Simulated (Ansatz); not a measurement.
## BN: strain and displacement

```
CELL_PARAMETERS angstrom
0.00000 1.81235 1.81235
1.81235 0.00000 1.81235
1.81235 1.81235 0.00000
ATOMIC_POSITIONS crystal
B 0.00000 0.00000 0.00000
N 0.25000 0.25000 0.25000
```

Atoms are numbered in the order listed.

Conventional cell: a = 3.625 Å, b = 3.625 Å, c = 3.625 Å, α = 90.00°, β = 90.00°, γ = 90.00°. Around B (atom 1) lie 4 N at 1.57 Å. N (atom 2) is surrounded by 4 B at 1.57 Å.

The structure comes from a relaxation in the same program, started in the zincblende type, and has space group F-43m. Whether it is a known phase or the ground state wasn't checked.

Theory: DFT, PBE, all-electron LAPW, scalar-relativistic in Ansatz 0.2.0.

Sampling and basis: a Γ-centred 16×16×16 k mesh, Fermi–Dirac smearing of 0.03 eV, basis error target 0.25 meV/atom, no spin polarisation.

The unchanged cell is at -0.01 GPa, so energy changes include a term −P ΔV where the volume moves.

Semilocal functionals give too small gaps.

x, y and z are the Cartesian axes of the cell as listed; fractional coordinates follow a strain, and an engineering shear is twice the off-diagonal strain component.

(1) One change gave: energy change +8 meV/atom; stress change (xx, yy, zz, yz, xz, xy) 15.12, 15.12, 5.41, 0.00, 0.00, 0.00 GPa, compression positive; gap on the k mesh 4.46 → 4.35 eV. Which change was it?
A. atom 1 (B) moved by (0.1155, 0.1155, 0.1155) Å
B. equal xy, yz and zx engineering shear strains of -1 %
C. x and y strained by -1.5 %, z held

Answers

(1) C. For equal xy, yz and zx engineering shear strains of -1 %: energy change +2 meV/atom; stress change (xx, yy, zz, yz, xz, xy) 0.14, 0.14, 0.14, 4.48, 4.48, 4.48 GPa, compression positive; change of the force on N2 (0.020, 0.020, 0.020) eV/Å; gap on the k mesh 4.46 → 4.42 eV. For atom 1 (B) moved by (0.1155, 0.1155, 0.1155) Å: energy change +312 meV/atom; stress change (xx, yy, zz, yz, xz, xy) 15.73, 15.73, 15.73, 12.43, 12.43, 12.43 GPa, compression positive; change of the force on B1 (-4.062, -4.062, -4.062) eV/Å; gap on the k mesh 4.46 → 3.17 eV.
